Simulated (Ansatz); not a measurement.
# Calculated electric field gradients for HfO2 under strain

The cell is an entry of the Crystallography Open Database (COD), relaxed with PBE at fixed cell and then changed (z stretched by 1 %, ions relaxed).

```cif
data_structure
_symmetry_space_group_name_H-M 'P 1'
_symmetry_Int_Tables_number 1
_cell_length_a 5.1180
_cell_length_b 5.1857
_cell_length_c 5.3356
_cell_angle_alpha 90.000
_cell_angle_beta 99.261
_cell_angle_gamma 90.000
_cell_volume 139.76
loop_
_atom_site_label
_atom_site_type_symbol
_atom_site_fract_x
_atom_site_fract_y
_atom_site_fract_z
_atom_site_occupancy
Hf1 Hf 0.27648 0.04229 0.20850 1
Hf2 Hf 0.72352 0.54229 0.29150 1
Hf3 Hf 0.72352 0.95771 0.79150 1
Hf4 Hf 0.27648 0.45771 0.70850 1
O5 O 0.44704 0.75783 0.47788 1
O6 O 0.55296 0.25783 0.02212 1
O7 O 0.55296 0.24217 0.52212 1
O8 O 0.44704 0.74217 0.97788 1
O9 O 0.06958 0.33240 0.34564 1
O10 O 0.93042 0.83240 0.15436 1
O11 O 0.93042 0.66760 0.65436 1
O12 O 0.06958 0.16760 0.84564 1
```

Atoms are numbered from 1 in the order listed; like atoms form one site, named after its first atom.

Computed with Ansatz: DFT, PBE, plane waves and PAW, scalar-relativistic, 420 eV cutoff, Γ-centred 6×6×6 k-points, Fermi–Dirac smearing 0.02 eV.

C_Q = eQV_zz/h, which is 24.18 MHz for Q = 1 b and V_zz = 10²¹ V/m²; η = (V_xx − V_yy)/V_zz.

¹⁷⁹Hf: I = 9/2, Q = 3793 mb; 17O: I = 5/2, Q = -25.58 mb. Quadrupole moments are those of Pyykkö's year-2017 table.

**Question.** Give the quadrupolar parameters of the distinct sites.

**Answer.** 

```csv
site,atoms (order as listed),first shell,V_zz (10²¹ V/m²),η,C_Q (MHz)
Hf,"1, 2, 3, 4",7 O at 2.04–2.26 Å,11.53,0.19,1058
O5,"5, 6, 7, 8",4 Hf at 2.14–2.26 Å,1.08,0.75,-0.670
O9,"9, 10, 11, 12",3 Hf at 2.04–2.15 Å,-1.27,0.93,0.784
```

Without spin–orbit coupling the gradients at and beside Hf can be off by some per cent, at some sites by more. Where η is near 1 the sign of V_zz means little.

The relaxation (5 steps) took 60 s of wall time (3.6 min of CPU time) and 1.3 GiB at its peak, on 4 threads of Intel Xeon Platinum 8375C CPU @ 2.90GHz (Ice Lake) (x86_64; 16 cores open to the job, memory cap 8.0 GiB, no GPU), a shared host with a load of 0.6 a core.
